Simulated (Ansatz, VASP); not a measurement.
Ti in VASP and in Ansatz

INCAR

```
ALGO = Normal ; EDIFF = 1E-6
ENCUT = 520 ; GGA = CA
ISIF = 2 ; ISMEAR = 0
LASPH = T ; LCHARG = F
LREAL = F ; LWAVE = F
NBANDS = 12 ; NELM = 60
PREC = Accurate ; SIGMA = 0.15
```

Contents of KPOINTS:

```
k-points
0
Gamma
  20 20 20
```

POSCAR

```
Ti
1.0
    0.0000000000      2.0300000000      2.0300000000
    2.0300000000      0.0000000000      2.0300000000
    2.0300000000      2.0300000000      0.0000000000
Ti
1
Direct
    0.0000000000      0.0000000000      0.0000000000
```

Input for Ansatz:

```yaml
crystal:
  lattice:
    - [0.0, 2.03, 2.03]
    - [2.03, 0.0, 2.03]
    - [2.03, 2.03, 0.0]
  atoms:
    - { symbol: Ti, position: [0.0, 0.0, 0.0] }
basis:
  ecutwfc: 420
kpoints:
  mp_grid: { grid: [20, 20, 20] }
hamiltonian:
  xc: lda
scf:
  occupations: { method: gaussian, width: 0.15 }
output:
  forces: true
  stress: true
  eigenvalues: true
```

This isn't the form of Ti at room conditions, which is hcp.

Alike in both runs: task single point; functional LDA; k mesh 20 × 20 × 20; occupations gaussian, width 0.15 eV; no spin polarisation.

|  | VASP | Ansatz |
| --- | --- | --- |
| version | VASP 6.6.1 | Ansatz 0.2.0 |
| potentials or method | VASP PAW LDA potentials, release 64 (Ti_sv) | scalar-relativistic, plane waves, PAW |
| plane-wave cutoff (eV) | 520 | 420 |
| valence electrons in the cell | 12 | 12 |

|  | VASP | Ansatz | Ansatz less VASP |
| --- | --- | --- | --- |
| gap on the k mesh at the Fermi level (eV) | none | none | - |
| pressure (GPa) | -5.0 | -4.9 | +0.10 |

A gap of «none» marks a metal or a gap that the smearing closes.
